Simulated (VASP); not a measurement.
The system is Ga.

```
CELL_PARAMETERS angstrom
1.38300 -4.02650 0.00000
1.38300 4.02650 0.00000
-0.11745 0.00000 3.32993
ATOMIC_POSITIONS crystal
Ga 0.13100 0.86900 0.75000
Ga 0.86900 0.13100 0.25000
```

This isn't the form of Ga at room conditions, which is orthorhombic.

```yaml
Program: VASP 6.6.1
Task: relaxation of cell and atoms
Functional: PBEsol
Potentials_or_basis: VASP PAW PBE potentials, release 64 (Ga_d)
Cutoff: 600 eV
k_mesh: 7 × 7 × 6
Occupations: fermi-dirac, width 0.05 eV
Spin: spin-orbit coupling, no magnetisation
```

At the start: pressure -1.4 GPa; volume 18.54 Å³/atom.

Task: How do energy, volume and symmetry change on relaxing?

Result: Over 22 steps the energy falls by 18.4 meV/atom and the volume is 18.08 Å³/atom (-2.5 %); space group C2/c (No. 15, to 0.05 Å).

The path:
```
step  energy change (eV)  largest force (eV/Å)  pressure (GPa)  volume (Å³)
   1              0.0000                0.1401           -1.36        37.09
   2             -0.0089                0.0664           -0.15        36.25
   3             -0.0097                0.0423            0.31        36.03
   4             -0.0098                0.0370            0.39        35.97
   5             -0.0122                0.0006           -0.17        36.07
   6             -0.0164                0.1165           -0.84        36.36
   7             -0.0169                0.1276           -0.80        36.35
   8             -0.0174                0.1510           -0.88        36.32
   9             -0.0185                0.1436           -0.43        36.25
  10             -0.0212                0.1233           -0.14        36.03
  11             -0.0240                0.0774            0.72        35.59
  12             -0.0244                0.0603            0.96        35.44
  13             -0.0272                0.0381            0.78        35.54
  14             -0.0348                0.0242            0.42        35.82
  15             -0.0270                0.1320            0.15        36.35
  16             -0.0360                0.0577            0.40        35.97
  17             -0.0365                0.0394           -0.18        36.15
  18             -0.0365                0.0389           -0.05        36.16
  19             -0.0366                0.0272           -0.09        36.14
  20             -0.0367                0.0079            0.04        36.08
  21             -0.0368                0.0010            0.13        36.09
  22             -0.0368                0.0081           -0.05        36.16
```

Final structure:
```
CELL_PARAMETERS angstrom
1.30793 -4.04604 -0.03339
1.30793 4.04604 -0.03339
-0.18303 0.00000 3.42150
ATOMIC_POSITIONS crystal
Ga 0.13166 0.86834 0.75000
Ga 0.86834 0.13166 0.25000
```

Caveat: the PAW data sets were made with another functional, which shifts forces and pressure a little.
